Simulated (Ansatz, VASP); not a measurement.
## Two plane-wave programs on BaZrO3

Contents of INCAR:

```
SYSTEM = BaZrO3
PREC     = Accurate       ! precision mode
ENCUT    = 520            ! plane-wave cutoff, eV
EDIFF    = 1E-6           ! SCF threshold, eV
ISMEAR   = 0              ! smearing method
SIGMA    = 0.1            ! smearing width, eV
LREAL    = .FALSE.        ! projectors in reciprocal space
LASPH    = .TRUE.         ! aspherical terms in the spheres
NELM     = 80             ! most SCF steps
ALGO     = Normal         ! electronic algorithm
ISIF     = 2              ! what is computed and relaxed
LWAVE    = .FALSE.        ! write WAVECAR
LCHARG   = .FALSE.        ! write CHGCAR
GGA      = PE             ! functional
NBANDS   = 28             ! bands
```

KPOINTS

```
regular mesh
0
G
  4 4 4
  0 0 0
```

Contents of POSCAR:

```
BaZrO3
1.0
    4.1814999600      0.0000000000      0.0000000000
    0.0000000000      4.1814999600      0.0000000000
    0.0000000000      0.0000000000      4.1814999600
Ba Zr O
1 1 3
Direct
    0.5000000000      0.5000000000      0.5000000000
    0.0000000000      0.0000000000      0.0000000000
    0.5000000000      0.0000000000      0.0000000000
    0.0000000000      0.5000000000      0.0000000000
    0.0000000000      0.0000000000      0.5000000000
```

Input for Ansatz:

```yaml
crystal:
  lattice:
    - [4.18149996, 0.0, 0.0]
    - [0.0, 4.18149996, 0.0]
    - [0.0, 0.0, 4.18149996]
  atoms:
    - { symbol: Ba, position: [0.5, 0.5, 0.5] }
    - { symbol: Zr, position: [0.0, 0.0, 0.0] }
    - { symbol: O, position: [0.5, 0.0, 0.0] }
    - { symbol: O, position: [0.0, 0.5, 0.0] }
    - { symbol: O, position: [0.0, 0.0, 0.5] }
basis:
  ecutwfc: 420
kpoints:
  mp_grid: { grid: [4, 4, 4] }
hamiltonian:
  xc: pbe
scf:
  occupations: { method: gaussian, width: 0.1 }
  lower_state_search: "off"
output:
  forces: true
  stress: true
  eigenvalues: true
```

Alike in both runs: task single point; functional PBE; k mesh 4 × 4 × 4; occupations gaussian, width 0.1 eV; no spin polarisation.

|  | VASP | Ansatz |
| --- | --- | --- |
| version | VASP 6.6.1 | Ansatz 0.2.0 |
| potentials or method | VASP PAW PBE potentials, release 64 (Ba_sv, Zr_sv, O) | scalar-relativistic, plane waves, PAW |
| plane-wave cutoff (eV) | 520 | 420 |
| valence electrons in the cell | 40 | 40 |

```tsv
	VASP	Ansatz	Ansatz less VASP
gap on the k mesh at the Fermi level (eV)	3.20	3.25	+0.052
least direct gap on the mesh (eV)	3.41	3.44	+0.023
pressure (GPa)	6.3	5.3	-1.07
```

The functional is the same, so the differences come from potentials, cutoffs and numerics.

Caveats: spin-orbit coupling is left out, which moves the levels of the heavy elements. A hybrid or GW would open this gap; PBE tends to underestimate it. A k mesh can miss the band edges.
